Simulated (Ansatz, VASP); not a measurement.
## PbSe: programs and potentials compared

The starting cell:

```xyz
2
Lattice="0.0000 3.0606 3.0606 3.0606 0.0000 3.0606 3.0606 3.0606 0.0000" Properties=species:S:1:pos:R:3 pbc="T T T"
Pb    0.0000    0.0000    0.0000
Se    3.0606    3.0606    3.0606
```

Alike in all runs: task relaxation of cell and atoms; functional revPBE; dispersion D3(BJ); k mesh 8 × 8 × 8; occupations fermi-dirac, width 0.05 eV; no spin polarisation; no spin-orbit coupling.

| program and potentials | plane-wave cutoff (eV) | notes | equilibrium volume (Å³/atom) |
| --- | --- | --- | --- |
| Ansatz, Ansatz PAW | 420 | potentials made for PBE, which Ansatz adapts in part; 15 valence electrons an atom on average | 28.53 |
| VASP, PBE PAW files Pb_d, Se, 600 eV | 600 | potentials made for PBE; 10 valence electrons an atom on average | 28.54 |
| Ansatz, all-electron LAPW, scalar-relativistic | - | - | 28.54 |

The equilibrium volume spans 28.53 (Ansatz, Ansatz PAW) to 28.54 Å³/atom (VASP, PBE PAW files Pb_d, Se, 600 eV), with all-electron results at 28.54. Some sets were made for another functional than the one run, which can shift their rows. Relaxations stop with a little pressure left, so the last digit of a volume isn't settled.

The functional is the same throughout but for its coding, so the spread measures potentials, basis and numerics; runs on potential files found faulty are left out.
